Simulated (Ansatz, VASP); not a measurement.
**Two plane-wave programs on NaI**

```
Na I
1.0
     0.00000    3.54319    3.74409
     3.54319    0.00000    3.74409
     3.54319    3.54319    0.00000
Na I
1 1
Cartesian
  0.0000 0.0000 0.0000
  1.7716 1.7716 1.8720
```

Change from the starting cell: uniaxial_z strain +5.7%.

Alike in both runs: task single point; functional r2SCAN; k mesh 6 × 6 × 6; no spin polarisation.

|  | VASP | Ansatz |
| --- | --- | --- |
| version | VASP 6.6.1 | Ansatz 0.2.0 |
| potentials or method | VASP PAW PBE potentials, release 64 (Na_pv, I) | plane waves, PAW |
| plane-wave cutoff (eV) | 520 | 500 |
| occupations | gaussian, width 0.01 eV | fixed |
| valence electrons in the cell | 14 | 26 |

|  | VASP | Ansatz | Ansatz less VASP |
| --- | --- | --- | --- |
| gap on the k mesh at the Fermi level (eV) | 4.30 | 4.30 | -0.006 |
| pressure (GPa) | -0.6 | -0.6 | +0.04 |
| largest component of the traceless stress (GPa) | 0.09 | 0.11 | +0.013 |

The two sets of potentials don't hold the same shells in valence.

Caveats: the PAW data sets were made with another functional, which shifts forces and pressure a little (VASP); spin-orbit coupling is left out, which moves the levels of the heavy elements.
